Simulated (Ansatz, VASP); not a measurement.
One calculation of Sb, two programs

```xyz
3
Lattice="4.5339 0.0000 0.0000 -2.2669 3.9264 0.0000 0.0000 0.0000 2.7000" Properties=species:S:1:pos:R:3 pbc="T T T"
Sb    0.0000    0.0000    0.0000
Sb    0.0000    2.6176    1.3500
Sb    2.2669    1.3088    1.3500
```

Change from the starting cell: volume scaled by 0.58, LAPW.

Alike in both runs: task single point; functional PBE; k mesh 7 × 7 × 9; occupations fermi-dirac, width 0.1 eV; no spin polarisation.

|  | VASP | Ansatz |
| --- | --- | --- |
| version | VASP 6.6.1 | Ansatz 0.2.0 |
| potentials or method | VASP PAW PBE potentials, release 64 (Sb), cutoff 520 eV | all-electron LAPW, scalar-relativistic |

```csv
,VASP,Ansatz,Ansatz less VASP
pressure (GPa),112.8,110.9,-1.93
largest component of the traceless stress (GPa),0.20,0.23,+0.030
```

Ansatz ran all-electron here, so the differences hold the error of VASP's frozen core and of both bases.

Caveats: the cell as given lies far from equilibrium; so large a pressure means that the cell lies far from this level's equilibrium, or that cutoff or potentials fall short (VASP). Spin-orbit coupling is left out, which matters for the levels of Sb.
